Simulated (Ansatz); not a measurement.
MnO2: a run of Ansatz with trial settings.

```yaml
crystal:
  lattice:
    - [1.4284348394, 0.824707239, 4.5839315268]
    - [-1.4284348394, 0.824707239, 4.5839315268]
    - [0.0, -1.6494144781, 4.5839315268]
  atoms:
    - { symbol: Mn, position: [0.0, 0.0, 0.0], spin: 4.0 }
    - { symbol: O, position: [0.26436449, 0.26436449, 0.26436449] }
    - { symbol: O, position: [0.73563551, 0.73563551, 0.73563551] }
  symmetry: { detect: false }
basis:
  ecutwfc: 420
kpoints:
  mp_grid: { kspacing: 0.54 }
hamiltonian:
  xc: revpbe
scf:
  occupations: { method: methfessel_paxton }
  lower_state_search: "off"
output:
  forces: true
  stress: true
  eigenvalues: true
  populations: true
magnetization:
  spin_polarized: true
```

Command:

```bash
ansatz run input.yaml --threads 1 --pin off --max-ram 1331MiB --backend cpu --events-out ev --progress --plain --runs-dir out
```

From the log (HF is the Harris–Foulkes energy, dr2 the density residual in eV):

```text
basis.fft_grid_basis auto: the FFT boxes are laid along the combinations [[1, 0, -1], [0, 1, -1], [0, 0, 1]] of the cell's own vectors, 2.857, 2.857 and 4.872 Å long. The dense box has 20×20×36 points. Along the cell's own vectors, as sized, it would have 36×36×36, 3.24 times as many. Of the 12 symmetry operations that the crystal satisfies within crystal.symmetry.tolerance (time reversal apart …
Pseudopotential: Mn, paw, valence charge 15, recommended cutoff 420 eV (normal)
Pseudopotential: O, paw, valence charge 6, recommended cutoff 420 eV (normal)
Crystal: 3 atoms, lattice volume = 32.400 Å³
Basis set: ecut = 420 eV, 651 PW (Γ), FFT grids on a1−a3, a2−a3, a3, exchange–correlation on 40×40×72 points (8 copies of the dense FFT grid, shifted against one another)
Bands: 20, of which v1, the nominal top of the filled ones, is band 14 counted from 1 (13 counted from 0)
Symmetry: 1 space group operations
k-points: 63 of 125 (time reversal used)
PAW frozen core: Mn, regenerated for the run's functional, and the local potential with it (the file was generated under x = pbe(κ = 0.804, μ = 0.2195), c = pbe(β = 0.0667))
PAW frozen core: O, regenerated for the run's functional, and the local potential with it (the file was generated under x = pbe(κ = 0.804, μ = 0.2195), c = pbe(β = 0.0667))
Initial density: superposition of atomic densities
Starting moments: Σ|m| = 4 μB on 1 of 3 sites
SCF iter   1: HF=-5041.661315 eV  Δρ=2.18e-1 (↑9.99e-2 ↓2.18e-1) dr2=3.30e1  dr2_m=1.57e0  M=2.462 μB ∫|m|=2.537 μB
SCF iter   2: HF=-5040.003193 eV  S|Δr|=    0.00e0  Δρ=1.05e-1 (↑1.05e-1 ↓5.81e-2) dr2=4.85e0  dr2_m=6.12e-1  M=3.000 μB ∫|m|=3.242 μB
SCF iter   3: HF=-5039.836118 eV  S|Δr|=    0.00e0  Δρ=7.58e-2 (↑3.89e-2 ↓7.58e-2) dr2=4.63e0  dr2_m=2.18e-1  M=3.003 μB ∫|m|=3.118 μB
SCF iter   4: HF=-5039.403666 eV  S|Δr|=    0.00e0  Δρ=5.10e-2 (↑5.10e-2 ↓2.32e-2) dr2=7.24e-1  dr2_m=2.11e-1  M=3.000 μB ∫|m|=3.196 μB
   ...
SCF iter  13: F=-5039.559596 eV  HF=-5039.559596 eV  S|Δr|=    0.00e0  Δρ=2.52e-6 (↑2.22e-6 ↓2.52e-6) dr2=4.88e-9  dr2_m=3.39e-10  M=3.000 μB ∫|m|=3.045 μB
SCF iter  14: F=-5039.559596 eV  HF=-5039.559596 eV  S|Δr|=    0.00e0  Δρ=1.17e-5 (↑1.17e-5 ↓1.14e-5) dr2=1.61e-7  dr2_m=2.38e-10  M=3.000 μB ∫|m|=3.045 μB  κ⁻¹=1.0e0(r=1)
SCF iter  15: F=-5039.559596 eV  HF=-5039.559596 eV  S|Δr|=    0.00e0  Δρ=5.39e-7 (↑5.39e-7 ↓4.85e-7) dr2=4.27e-10  dr2_m=1.92e-11  M=3.000 μB ∫|m|=3.045 μB
SCF 1 converged in 15 iterations: F = -5039.559596 eV  dr2 = 4.27e-10
this state was not tested for a lower state beside it, because cold or Methfessel-Paxton smearing, or corrected tetrahedra, fill the levels in a way that the test cannot read (fill_not_monotonic; see scf.lower_state_search)
SCF converged after 15 iterations
an eigenvalue changed by more than its tolerance at an iteration that met the thresholds in force, so the SCF went on 2 times, its first undamped step at iteration 13: the last check found none over its tolerance
Magnetization: 3.0000 μB (15.0000 up, 12.0000 down)
Absolute magnetization: 3.0467 μB (∫|ρ↑−ρ↓|, with the PAW one-centre terms)
Per-site moments (μB) at R_I (Å): [(2.5048, 0.7848), (0.0441, 0.7848), (0.0441, 0.7848)]
Free energy (F): -5039.559596 eV
E sigma→0 (E₀):  -5039.559596 eV
Fermi energy:    8.527428 eV
Step filling:    the computed levels leave a gap of 1.0446 eV = 10.4 smearing widths at the electron count; against every level under it full and every level over it empty, smearing changes F+E_penalty+E_count by +2.62e-12 meV and its σ→0 estimate by -3.38e-11 meV
--- Forces (eV/Å), atoms counted from 1 ---
  atom   1  Mn     0.00000001    -0.00000000     0.00001008
  atom   2  O     -0.00000000     0.00000000    -0.37167634
  atom   3  O     -0.00000000    -0.00000001     0.37167625
--- Stress (GPa, compression-positive) ---
        9.454474       0.000000      -0.000000
       -0.000000       9.454474      -0.000000
        0.000000       0.000000       7.703770
  P = ⅓ Tr σ = 8.8709 GPa (88.709 kbar)
```

It ran for 17 s on 1 thread of Intel(R) Xeon(R) Platinum 8259CL CPU @ 2.50GHz (Skylake/Cascade Lake) (shared host), peak memory 0.39 GiB.

These settings were drawn at random to show what each does; none of the numbers is a converged property of the crystal. Forces of this functional on these PAW sets can be off by 10 %.